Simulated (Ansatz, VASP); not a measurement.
# GaN in two plane-wave programs

Aim: how closely do two programs agree when they are given the same cell, functional and k mesh? The cell is taken from a series of runs on this material, whose earlier steps may have relaxed, scaled, displaced or heated it; both programs get it as it stands.

Calculated with Ansatz 0.2.0; plane waves, with VASP 6.6.1 beside it; relaxation of cell and atoms at PBEsol.

## Step 1: The structure

Symmetry: P6_3mc, No. 186, hexagonal system. The conventional cell has a = 3.180 Å, b = 3.180 Å, c = 5.166 Å, α = 90.00°, β = 90.00°, γ = 120.00°. Nearest to Ga lie 4 N at 1.94 to 1.95 Å. N has 4 Ga at 1.94 to 1.95 Å nearest. Farther neighbours and most contacts between anions are not listed.

## Step 2: VASP: relaxation of cell and atoms, PBEsol

The relaxed volume is the usual yardstick between codes: in a stiff, nearly cubic crystal its relative difference is about their pressure difference at one cell divided by the bulk modulus.

Lines of VASP's logs that name or quote its potential files are left out, and so is its time.

INCAR reads:

```
SYSTEM = GaN
PREC = Accurate
ENCUT = 600
EDIFF = 1E-07
NELM = 120
ISMEAR = 0
SIGMA = 0.01
LREAL = .FALSE.
ALGO = Normal
GGA = PS
NBANDS = 24
LORBIT = 11
LWAVE = .FALSE.
LCHARG = .FALSE.
ISIF = 3
IBRION = 2
NSW = 80
EDIFFG = -0.005
LASPH = .TRUE.
GGA_COMPAT = .FALSE.
NELMIN = 4
EFERMI = MIDGAP
```

POSCAR reads:

```
GaN
1.0
    3.1800000000      0.0000000000      0.0000000000
   -1.5900000000      2.7539610000      0.0000000000
    0.0000000000      0.0000000000      5.1660000000
Ga N
2 2
Direct
    0.3333333334      0.6666666668      0.9989487031
    0.6666666668      0.3333333334      0.4989487031
    0.3333333334      0.6666666668      0.3760512969
    0.6666666668      0.3333333334      0.8760512969
```

KPOINTS reads:

```
Automatic mesh
0
Gamma
12 12 6
0 0 0
```

PAW data sets: Ga_d and N (PBE family, release 64).

Started as:

```console
$ mpirun -np 1 vasp_std
```

Numbers of over 12 decimals in the logs are rounded to 6 here.

The program printed:

```text
[banner, memory and clock lines left out]
running    1 mpi-ranks, on    1 nodes
 distrk:  each k-point on    1 cores,    1 groups
 distr:  one band on    1 cores,    1 groups

 POSCAR found type information on POSCAR GaN
 POSCAR found :  2 types and       4 ions
|                                                                             |
|               ----> ADVICE to this user running VASP <----                  |
|                                                                             |
|     You enforced a specific xc type in the INCAR file but a different       |
|     [... a line on the potential file left out ...]
|     I HOPE YOU KNOW WHAT YOU ARE DOING!                                     |
|                                                                             |

 LDA part: xc-table for (Slater+PW92), standard interpolation
 POSCAR, INCAR and KPOINTS ok, starting setup
 FFT: planning ... GRIDC
 FFT: planning ... GRID_SOFT
 FFT: planning ... GRID
 WAVECAR not read
 entering main loop
       N       E                     dE             d eps       ncg     rms          rms(c)
DAV:   1     0.288753108754E+03    0.28875E+03   -0.19689E+04  3936   0.305E+03
DAV:   2     0.647464323010E+01   -0.28228E+03   -0.26883E+03  4016   0.553E+02
DAV:   3    -0.287686173870E+02   -0.35243E+02   -0.34856E+02  4320   0.154E+02
DAV:   4    -0.299152821947E+02   -0.11467E+01   -0.11444E+01  4696   0.310E+01
DAV:   5    -0.299351050343E+02   -0.19823E-01   -0.19815E-01  4376   0.360E+00    0.102E+01
DAV:   6    -0.262416351536E+02    0.36935E+01   -0.10954E+01  6336   0.536E+01    0.301E+00
DAV:   7    -0.263156661478E+02   -0.74031E-01   -0.14870E+00  3872   0.981E+00    0.263E+00
DAV:   8    -0.262948094918E+02    0.20857E-01   -0.24535E-01  6256   0.687E+00    0.101E+00
DAV:   9    -0.262706122181E+02    0.24197E-01   -0.95497E-02  6120   0.514E+00    0.301E-01
DAV:  10    -0.262714394884E+02   -0.82727E-03   -0.53397E-03  4272   0.704E-01    0.108E-01
DAV:  11    -0.262712976581E+02    0.14183E-03   -0.10082E-03  5760   0.574E-01    0.229E-02
DAV:  12    -0.262713082970E+02   -0.10639E-04   -0.10970E-04  3960   0.792E-02    0.204E-02
DAV:  13    -0.262713068777E+02    0.14193E-05   -0.13190E-05  6216   0.561E-02    0.688E-03
DAV:  14    -0.262713070018E+02   -0.12410E-06   -0.22012E-06  4520   0.144E-02    0.329E-03
DAV:  15    -0.262713070078E+02   -0.59490E-08   -0.11158E-07  3008   0.263E-03
   1 F= -.26271307E+02 E0= -.26271307E+02  d E =-.262713E+02
[...]
2 F= -.26271530E+02 E0= -.26271530E+02  d E =-.223210E-03
[...]
3 F= -.26271800E+02 E0= -.26271800E+02  d E =-.493153E-03
[...]
4 F= -.26271866E+02 E0= -.26271866E+02  d E =-.663164E-04
 trial-energy change:   -0.000066  1 .order   -0.000066   -0.000098   -0.000034
 step:   1.4124(harm=  1.4124)  dis= 0.00117  next Energy=   -26.271876 (dE=-0.754E-04)
 bond charge predicted
       N       E                     dE             d eps       ncg     rms          rms(c)
DAV:   1    -0.262719200851E+02   -0.53608E-04   -0.33898E-03  4024   0.496E-01    0.445E-02
DAV:   2    -0.262718920227E+02    0.28062E-04   -0.14428E-04  4416   0.194E-01    0.247E-02
DAV:   3    -0.262718764076E+02    0.15615E-04   -0.30352E-05  5536   0.699E-02    0.429E-03
DAV:   4    -0.262718766058E+02   -0.19823E-06   -0.60444E-06  3968   0.223E-02    0.132E-03
DAV:   5    -0.262718766115E+02   -0.56525E-08   -0.32715E-07  4088   0.746E-03
   5 F= -.26271877E+02 E0= -.26271877E+02  d E =-.764509E-04
 curvature:  -0.75 expect dE=-0.488E-05 dE for cont linesearch -0.861E-08
 trial: gam= 0.04022 g(F)=  0.351E-05 g(S)=  0.297E-05 ort = 0.114E-05 (trialstep = 0.101E+01)
 search vector abs. value=  0.675E-05
 reached required accuracy - stopping structural energy minimisation
```

From OUTCAR (step 2):

```text
ion  position               nearest neighbor table
   1  0.333  0.667  0.999-   4 1.94   4 1.94   4 1.94   3 1.95
   2  0.667  0.333  0.499-   3 1.94   3 1.94   3 1.94   4 1.95
   3  0.333  0.667  0.376-   2 1.94   2 1.94   2 1.94   1 1.95
   4  0.667  0.333  0.876-   1 1.94   1 1.94   1 1.94   2 1.95

  LATTYP: Found a hexagonal cell.
 ALAT       =     3.1800000000
 C/A-ratio  =     1.6245283019

 Subroutine GETGRP returns: Found 12 space group operations
 (whereof  6 operations were pure point group operations)

The static configuration has the point symmetry C_3v.
 The point group associated with its full space group is C_6v.

 Found     76 irreducible k-points:

   k-points           NKPTS =     76   k-points in BZ     NKDIM =     76   number of bands    NBANDS=     24

   dimension x,y,z NGX =    28 NGY =   28 NGZ =   42
   dimension x,y,z NGXF=    56 NGYF=   56 NGZF=   84

   ENCUT  =  600.0 eV  44.10 Ry    6.64 a.u.   6.35  6.35 10.32*2*pi/ulx,y,z

   NELECT =      36.0000    total number of electrons

 k-points in reciprocal lattice and weights: Automatic mesh
   0.00000000  0.00000000  0.00000000       0.001
   0.08333333  0.00000000  0.00000000       0.007
   0.16666667  0.00000000  0.00000000       0.007
   0.25000000  0.00000000  0.00000000       0.007
   0.33333333  0.00000000  0.00000000       0.007
   0.41666667  0.00000000  0.00000000       0.007
   0.50000000  0.00000000  0.00000000       0.003
   0.08333333  0.08333333  0.00000000       0.007
   0.16666667  0.08333333  0.00000000       0.014
[...]
0.33333333  0.25000000  0.50000000       0.014
   0.33333333  0.33333333  0.50000000       0.002

 average (electrostatic) potential at core
       1 -63.2408       2 -63.2408       3 -62.0771       4 -62.0771

 E-fermi :   6.2120

 k-point     1 :       0.0000    0.0000    0.0000
  band No.  band energies     occupation
    ...
     14       4.2075      2.00000
     15       4.2075      2.00000
     16       5.2139      2.00000
     17       5.2583      2.00000
     18       5.2583      2.00000
     19       7.1656      0.00000
     20       9.4847      0.00000
     21      14.3842      0.00000
     22      15.0918      0.00000
     23      15.0918      0.00000
    ...

 k-point     2 :       0.0833    0.0000    0.0000
  band No.  band energies     occupation
    ...
     14       3.6817      2.00000
     15       4.0585      2.00000
     16       4.6264      2.00000
     17       5.1453      2.00000
     18       5.1949      2.00000
     19       7.7428      0.00000
     20       9.9286      0.00000
     21      14.1937      0.00000
     22      14.5865      0.00000
     23      15.2778      0.00000
    ...

 k-point     3 :       0.1667    0.0000    0.0000
  band No.  band energies     occupation
    ...
     14       2.4950      2.00000
     15       3.5217      2.00000
     16       3.6876      2.00000
     17       4.9243      2.00000
     18       5.0107      2.00000
     19       8.6807      0.00000
     20      10.7741      0.00000
     21      13.3346      0.00000
     22      14.1019      0.00000
     23      15.6227      0.00000
    ...

  Total        0.0091781      0.0091781     -0.0088081      0.0000000      0.0000000      0.0000000
  in kB        0.3239487      0.3239488     -0.3108880      0.0000000      0.0000000      0.0000000
  external PRESSURE =       0.1123365 kB  Pullay stress =       0.0000000 kB

  energy-cutoff  :      600.00
  volume of cell :       45.39
      direct lattice vectors                 reciprocal lattice vectors
     3.180201122  0.000000000  0.000000000     0.314445521  0.181545192  0.000000000
    -1.590100561  2.754135176 -0.000000000     0.000000000  0.363090384  0.000000000
     0.000000000  0.000000000  5.182596309    -0.000000000  0.000000000  0.192953481

 POSITION                                       TOTAL-FORCE (eV/Angst)
 -----------------------------------------------------------------------------------
      0.00000      1.83609      5.17832        -0.000000      0.000000      0.004263
      1.59010      0.91805      2.58702         0.000000     -0.000000      0.004263
      0.00000      1.83609      1.94775        -0.000000     -0.000000     -0.004263
      1.59010      0.91805      4.53905         0.000000      0.000000     -0.004263
 -----------------------------------------------------------------------------------
    total drift:                               -0.000000     -0.000000     -0.000624

  FREE ENERGIE OF THE ION-ELECTRON SYSTEM (eV)
  ---------------------------------------------------
  free  energy   TOTEN  =       -26.2718766115 eV

  energy  without entropy=      -26.2718766115  energy(sigma->0) =      -26.27187661

 reached required accuracy - stopping structural energy minimisation

 total charge
# of ion       s       p       d       tot
------------------------------------------
    1        0.790   0.911  10.185  11.886
    2        0.790   0.911  10.185  11.886
    3        1.214   2.504   0.000   3.719
    4        1.214   2.504   0.000   3.719
--------------------------------------------------
tot          4.009   6.830  20.369  31.208

[... 3 further parts left out ...]
```

CONTCAR:

```
GaN
   1.00000000000000
     3.1802011215819790    0.0000000000000000    0.0000000000000000
    -1.5901005607909895    2.7541351764395996   -0.0000000000000000
     0.0000000000000000    0.0000000000000000    5.1825963085138103
  Ga              N
     2     2
Direct
     0.3333333333999988    0.6666666667999976    0.9991754167365275
     0.6666666667999976    0.3333333333999988    0.4991754167365276
     0.3333333333999988    0.6666666667999976    0.3758245832634724
     0.6666666667999976    0.3333333333999988    0.8758245832634725
```

The run keeps the 12 symmetry operations of its start, so it cannot find a distortion of lower symmetry.

## Step 3: Ansatz: relaxation of cell and atoms, PBEsol

Ansatz runs on its default PAW (the set named soft_2) files.

The same cell, functional, mesh and smearing now go to Ansatz, which takes its cutoff from its data sets.

input.yaml reads:

```yaml
crystal:
  lattice:
    - [3.1800001247, 0.0, 0.0]
    - [-1.5900000623, 2.753960892, 0.0]
    - [0.0, 0.0, 5.166]
  atoms:
    - { symbol: Ga, position: [0.3333333333, 0.6666666667, -0.0010513031] }
    - { symbol: Ga, position: [0.6666666667, 0.3333333333, 0.4989486969] }
    - { symbol: "N", position: [0.3333333333, 0.6666666667, 0.3760513031] }
    - { symbol: "N", position: [0.6666666667, 0.3333333333, 0.8760513031] }
kpoints:
  mp_grid: { grid: [12, 12, 6] }
hamiltonian:
  xc: pbesol
scf:
  occupations: { method: gaussian, width: 0.01 }
output:
  forces: true
  stress: true
  eigenvalues: true
  write_density: true
  write_potential: true
  elf: true
  volumetric_format: npy
relax:
  adjacent_minimum: "off"
  f_tol: 0.001
  max_steps: 60
  cell: { stress_tol: 0.01 }
```

Started as:

```console
$ ansatz run input.yaml --threads 4 --pin off --max-ram 9216MiB --backend cpu --events-out ev --progress --plain --runs-dir out
```

The program printed:

```text
Engine: ansatz 0.2.0, aarch64-unknown-linux-gnu
Pseudopotentials: kind: paw
Pseudopotential: Ga, paw, valence charge 13, recommended cutoff 420 eV (normal), Ga.paw.azcp
Pseudopotential: N, paw, valence charge 5, recommended cutoff 420 eV (normal), N.paw.azcp
Functional definition: PBEsol
  exchange = pbesol_x
  correlation = pbesol_c
Crystal: 4 atoms, lattice volume = 45.242 Å³
Basis set: ecut = 420 eV, 881 PW (Γ), exchange–correlation on 48×48×72 points (8 copies of the dense FFT grid, shifted against one another)
Bands: 22, of which v1, the nominal top of the filled ones, is band 18 counted from 1 (17 counted from 0)
Symmetry: 12 space group operations
Space group: P63mc (ITA 186), of the structure as read, at distance tolerance 3.6e-5 Å
k-points: 76 of 864 (time reversal used)
Non-local potential: Ga, projectors of the file, l = 0: 2, l = 1: 2, l = 2: 3, l = 3: 1
Non-local potential: N, projectors of the file, l = 0: 2, l = 1: 2, l = 2: 1
PAW form: soft (Blöchl's): semilocal exchange-correlation on the pseudo side does not see the compensation charge
PAW frozen core: Ga, regenerated for the run's functional, and the local potential with it (the file was generated under x = pbe(κ = 0.804, μ = 0.219515), c = pbe(β = 0.066725))
PAW frozen core: N, regenerated for the run's functional, and the local potential with it (the file was generated under x = pbe(κ = 0.804, μ = 0.219515), c = pbe(β = 0.066725))
PAW one-centre angular grid: Ga, 590 points (default); XC on 64 Gauss nodes
PAW one-centre angular grid: N, 110 points (default); XC on 64 Gauss nodes
Initial density: superposition of atomic densities (neutral atoms: chi_scale 0, normalization atom), corrected by the library's trained network
Initial wavefunctions: pseudopotential atomic-orbital guess
Functional: x = pbesol(κ = 0.804, μ = 0.123457), c = pbesol(β = 0.046)
SCF iter   1: F=—  HF=-8245.713209 eV  |F-HF|=—  |Δ(HF+E_count)|=         —  Δρ=1.27e-2  dr2=7.03e-2  ethr=1.77e-3  ⟨swp⟩=5.3  Hψ=6999  notcnv=0
preconditioner: auto → Resta (q_TF=auto, 2.626 Å⁻¹)  ε∞=5.0  [insulator: Δε(μ)=1.827 eV  Ē_g=16.536 eV  σ=0.010 eV  W_gap=1.00  n_scr=22 (ndim 8)  ℏωp=33.1 eV  f_vac=0.009  D(μ)=0.00/eV (n_scr^D=0)  ε∞_Penn≈5.0]
SCF iter   2: F=—  HF=-8245.693354 eV  |F-HF|=—  |Δ(HF+E_count)|=   1.99e-2  Δρ=1.90e-3  dr2=1.67e-3  ethr=1.95e-4  ⟨swp⟩=2.1  Hψ=2902  notcnv=0
SCF iter   3: F=—  HF=-8245.693153 eV  |F-HF|=—  |Δ(HF+E_count)|=   2.02e-4  Δρ=8.89e-4  dr2=2.63e-4  ethr=4.64e-6  ⟨swp⟩=2.0  Hψ=2373  notcnv=0
SCF iter   4: F=—  HF=-8245.693172 eV  |F-HF|=—  |Δ(HF+E_count)|=   1.90e-5  Δρ=1.45e-4  dr2=1.10e-5  ethr=7.31e-7  ⟨swp⟩=2.0  Hψ=3037  notcnv=0
SCF iter   5: F=—  HF=-8245.693151 eV  |F-HF|=—  |Δ(HF+E_count)|=   2.03e-5  Δρ=1.04e-4  dr2=3.05e-6  ethr=3.06e-8  ⟨swp⟩=2.0  Hψ=3030  notcnv=0
SCF iter   6: F=—  HF=-8245.693153 eV  |F-HF|=—  |Δ(HF+E_count)|=   1.61e-6  Δρ=2.27e-5  dr2=1.64e-7  ethr=8.47e-9  ⟨swp⟩=2.1  Hψ=2839  notcnv=0
SCF iter   7: F=-8245.693153 eV  HF=-8245.693153 eV  |F-HF|=5.37e-9  |Δ(HF+E_count)|=   1.07e-7  Δρ=3.15e-6  dr2=4.70e-9  ethr=2.78e-10  ⟨swp⟩=7.0  Hψ=9438  notcnv=0
SCF 1 converged in 7 iterations: F = -8245.693153 eV  dr2 = 4.70e-9
  greatest PAW one-centre occupation: 0.995 electrons in one spin orbital (limit 2), on the Ga atom at site 0 (counted from 0), in its partial waves of l = 2
relax step   1: F+E_penalty+E_count = -8245.69315319 eV  Δ(F+E_penalty+E_count) = +0.000e0 eV  max|allowed force component| = 3.027e-4 eV/Å  Δτ_max = 0.0000 Å  P = +1.028 GPa  Ω = 45.242 Å³  (7 SCF iters, dr2 threshold 1.00e-7 eV, accepted)
[...]
relax step   5: F+E_penalty+E_count = -8245.69335134 eV  Δ(F+E_penalty+E_count) = +6.085e-6 eV  max|allowed force component| = 2.367e-6 eV/Å  Δτ_max = 0.0002 Å  P = -0.000 GPa  Ω = 45.480 Å³  energy of the carried Pulay correction = -7.941e-4 eV  (7 SCF iters, accepted)
[...]
relax step   6: F+E_penalty+E_count = -8245.69415051 eV  Δ(F+E_penalty+E_count) = -7.992e-4 eV  max|allowed force component| = 1.261e-4 eV/Å  Δτ_max = 0.0000 Å  P = +0.025 GPa  Ω = 45.480 Å³  stress off target by 3.87e-2 GPa  SCF on the basis re-selected at this cell (its energy is not comparable with the rows above)  (7 SCF iters)
[...]
relax step   7: F+E_penalty+E_count = -8245.69413128 eV  Δ(F+E_penalty+E_count) = +1.923e-5 eV  max|allowed force component| = 8.764e-6 eV/Å  Δτ_max = 0.0000 Å  P = +0.000 GPa  Ω = 45.486 Å³  energy of the carried Pulay correction = -1.982e-5 eV  (4 SCF iters, dr2 threshold 3.74e-9 eV, accepted)
[...]
relax step   8: F+E_penalty+E_count = -8245.69414462 eV  Δ(F+E_penalty+E_count) = -1.334e-5 eV  max|allowed force component| = 8.689e-6 eV/Å  Δτ_max = 0.0000 Å  P = +0.001 GPa  Ω = 45.486 Å³  stress off target by 1.28e-3 GPa  SCF on the basis re-selected at this cell (its energy is not comparable with the rows above)  (5 SCF iters)
basis re-selected at this cell: Δ(F+E_penalty+E_count) = -1.334e-5 eV, ΔP = +0.000 GPa vs the last step (what re-selecting the basis moved, of the pressure what is left beyond the Pulay correction that the steps carried, after the strain that the cell walked since its last selection, with what the two solves' SCF thresholds leave and, on support functions, any second-order correction that the steps lacked; it is no m [...]
SCF converged after 5 iterations
Free energy (F): -8245.694145 eV
Harris-Foulkes:  -8245.694145 eV  (|F-HF|=0.00e0)
Internal energy: -8245.694145 eV  (E = F + TS)
E sigma→0 (E₀):  -8245.694145 eV
Fermi energy:    10.561103 eV
--- Per-component energies (eV) ---
  E_band       = -13.128009
  E_kinetic    = 493.539782
  E_local      = -3897.347685  (includes V_loc(G=0)·N_el)
  E_nonlocal   = 951.063577
  E_hartree    = 1790.900426
  E_xc         = -255.412837
  E_vxc        = -267.772044  (∫ρ·V_xc dr)
  E_paw        = -4152.063325  (= ΣΔE_a)
  E_vpaw       = -874.412621  (= ΣTr[D̂ρ^β])
  E_aug_tail   = 0.000111  (compensation charges beyond the density's cutoff)
  E_ewald      = -3178.156347
  E_core_change = 1.782153  (= ΣΔE_core)
  E_smearing   = -0.000000  (= −TS)
  E_closure    = 0.000000  (closes the sum)
  Σ components = -8245.694145   (vs F -8245.694145, Δ=0.00e0)
--- Forces (eV/Å), atoms counted from 1 ---
  atom   1  Ga     0.00000000    -0.00000000    -0.00000847
  atom   2  Ga    -0.00000000     0.00000000    -0.00000847
  atom   3  N      0.00000000     0.00000000     0.00000890
  atom   4  N     -0.00000000     0.00000000     0.00000890
  max |Σ_I F_I| component: 8.60e-7 eV/Å
--- Stress (GPa, compression-positive) ---
        0.000437      -0.000000      -0.000000
       -0.000000       0.000437       0.000000
       -0.000000       0.000000       0.001282
  P = ⅓ Tr σ = 0.0007 GPa (0.007 kbar)
--- Band table (eV; the first three rows and the last of 76) ---
  k-point 0: bands = [... 14 lower, 8.5761, 9.5791, 9.6235, 9.6235, 11.4987, 13.8255, 18.7295, 19.4406]
  k-point 1: bands = [... 14 lower, 8.6424, 8.7593, 9.5502, 9.5502, 12.1870, 13.8805, 18.5369, 19.4723]
  k-point 2: bands = [... 14 lower, 8.8276, 8.8276, 9.3514, 9.3514, 13.1811, 13.9713, 18.1360, 18.5600]
  k-point 75: bands = [... 14 lower, 5.3502, 5.3502, 8.1233, 8.1233, 15.9638, 15.9638, 16.8245, 16.8245]
--- Relaxed structure (6 steps of the walk, 5 accepted, 2 SCFs on fresh bases) ---
  F+E_penalty+E_count = -8245.69414462 eV   max|allowed force component| = 8.689e-6 eV/Å   (the final SCF, on the basis selected at the relaxed cell)
  cell:  # Å, volume = 45.4857 Å³
    - [3.182584, -2.8890950867641466e-11, 0]
    - [-1.591292, 2.756198, 0]
    - [0, 0, 5.185432]
  atoms:
    - { symbol: Ga, position: [0.333333, 0.666667, -0.00080564] }
    - { symbol: Ga, position: [0.666667, 0.333333, 0.499194] }
    - { symbol: N, position: [0.333333, 0.666667, 0.375806] }
    - { symbol: N, position: [0.666667, 0.333333, 0.875806] }
```

## Step 4: Side by side

Known differences besides the potentials themselves: the cutoff is 420 eV in Ansatz and 600 eV in VASP; Ansatz makes its cores anew for this functional, VASP keeps those of its PBE data sets; Ansatz adds a Pulay correction to the stress that steers its cell, VASP none. Total energies have different zeros and are not compared.

Compared:

```tsv
quantity	Ansatz	VASP	difference
volume (Å³)	45.49	45.39	+0.20 %
edge a after relaxation, in the typed setting (Å)	3.183	3.180	+0.08 %
edge c after relaxation, in the typed setting (Å)	5.185	5.183	+0.05 %
```

## Step 5: What came out

```
difference in volume (relaxation of cell and atoms, PBEsol) : 0.20 %
```

What this shows: The difference in volume is 0.20 % (relaxation of cell and atoms, PBEsol), within the 1.2 % picked in this series as the mark of a large difference, as far as the stopping tolerances let one tell. Such differences can come from data sets, numerical settings and the points named under the comparisons, not from the functional's error against experiment.

[Lines on the potential files, build, host, timing and source positions are cut from VASP's logs without a mark.]

[Logs are printed without paths, hosts, clocks, repeated set-up lines and the standing remarks that a program may print on its own settings, such as how far it seeks lower states.]

[Hosts, paths, dates, database ids (printed as entryN), source tags and the programs' standing remarks are cut or masked in the printed files.]
